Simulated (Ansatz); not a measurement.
A trial cell of Sn, before relaxation:

```cif
data_structure
_symmetry_space_group_name_H-M 'P 1'
_symmetry_Int_Tables_number 1
_cell_length_a 5.4537
_cell_length_b 5.4537
_cell_length_c 4.2105
_cell_angle_alpha 90.000
_cell_angle_beta 90.000
_cell_angle_gamma 90.000
_cell_volume 125.23
loop_
_atom_site_label
_atom_site_type_symbol
_atom_site_fract_x
_atom_site_fract_y
_atom_site_fract_z
_atom_site_occupancy
Sn1 Sn 0.33849 0.00000 0.75000 1
Sn2 Sn 0.66151 0.00000 0.25000 1
Sn3 Sn 0.00000 0.33849 0.00000 1
Sn4 Sn 0.00000 0.66151 0.50000 1
```

Theory: DFT PBE, scalar-relativistic, plane waves, PAW in Ansatz. Cutoff 420 eV, Gaussian smearing, Γ-centred meshes. Cell and atoms relax first on a coarse mesh and then on a finer one. In between, the cell is made exact in the group found at 0.06 Å. In metals the finer mesh still leaves noise of several meV/atom or more. The steps can't lower the symmetry of their start. No spin polarisation.

A guess keeps its type if space group and coordination stay and the shape of the cell changes little (axis ratios within about 15 %, angles within 6°); the volume may change.

Q: Will the relaxed cell still be of the starting type?

A: It keeps its type. The symmetry stays P4_122 (No. 91). The volume per atom grows by 15.0 %, from 31.3 to 36.0 Å³. The shortest distance goes from 2.75 Å (Sn–Sn) to 2.90 Å (Sn–Sn). The ratio c/a of the conventional cell changes by a factor of 1.05. Counting neighbours within 15 % of an atom's shortest distance, the start has Sn 4 and the end Sn 4.

Energies count from the standard state of Sn at the same level. The references include grey tin.

Q: At what energy does it end?

A: +0.16 eV/atom. So it is a metastable form at best.

The last run used an 8×8×10 mesh (in the run's order of axes) for its 4-atom cell and Gaussian smearing of 0.10 eV. Symmetry constrained the relaxation, so the result can be a saddle point.
